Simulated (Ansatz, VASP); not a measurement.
# AlN in VASP and in Ansatz

File INCAR:

```
PREC     = Accurate       # precision mode
ENCUT    = 520            # plane-wave cutoff, eV
EDIFF    = 1E-7           # SCF threshold, eV
ISMEAR   = 0              # smearing method
SIGMA    = 0.05           # smearing width, eV
LREAL    = False          # projectors in reciprocal space
LASPH    = True           # aspherical terms in the spheres
NELM     = 60             # most SCF steps
ALGO     = Normal         # electronic algorithm
ISIF     = 2              # what is computed and relaxed
LWAVE    = False          # write WAVECAR
LCHARG   = False          # write CHGCAR
GGA      = PE             # functional
NBANDS   = 11             # bands
```

KPOINTS

```
regular mesh
0
Gamma
  10 10 10
```

Contents of POSCAR:

```
AlN
1.0
    0.0000000000      1.9734824600      2.0040002300
    1.9734824600      0.0000000000      2.0040002300
    1.9734824600      1.9734824600      0.0000000000
Al N
1 1
Direct
    0.5000000000      0.5000000000      0.5000000000
    0.0000000000      0.0000000000      0.0000000000
```

Input for Ansatz:

```yaml
crystal:
  lattice:
    - [0.0, 1.97348246, 2.00400023]
    - [1.97348246, 0.0, 2.00400023]
    - [1.97348246, 1.97348246, 0.0]
  atoms:
    - { symbol: Al, position: [0.5, 0.5, 0.5] }
    - { symbol: "N", position: [0.0, 0.0, 0.0] }
basis:
  ecutwfc: 420
kpoints:
  mp_grid: { grid: [10, 10, 10] }
hamiltonian:
  xc: pbe
scf:
  occupations: { method: gaussian, width: 0.05 }
output:
  forces: true
  stress: true
  eigenvalues: true
```

Change from the starting cell: strain -0.030 along x and y, -0.015 along z, atoms carried along.

Alike in both runs: task single point; functional PBE; k mesh 10 × 10 × 10; occupations gaussian, width 0.05 eV; no spin polarisation.

|  | VASP | Ansatz |
| --- | --- | --- |
| version | VASP 6.6.1 | Ansatz 0.2.0 |
| potentials or method | VASP PAW PBE potentials, release 64 (Al, N) | scalar-relativistic, plane waves, PAW |
| plane-wave cutoff (eV) | 520 | 420 |
| valence electrons in the cell | 8 | 8 |

Ansatz gave:

| Property | Result |
| --- | --- |
| gap on the k mesh at the Fermi level (eV) | 5.07 |
| least direct gap on the mesh (eV) | 6.43 |
| pressure (GPa) | 22.8 |
| largest component of the traceless stress (GPa) | 4.00 |

Task: Estimate VASP's values.

Result: gap on the k mesh at the Fermi level (eV): 5.05; least direct gap on the mesh (eV): 6.45; pressure (GPa): 22.5; largest component of the traceless stress (GPa): 4.00.

The functional is the same, so the differences come from potentials, cutoffs and numerics.

Caveats: so large a pressure means that the cell lies far from this level's equilibrium, or that cutoff or potentials fall short (VASP). A k mesh can miss the band edges.
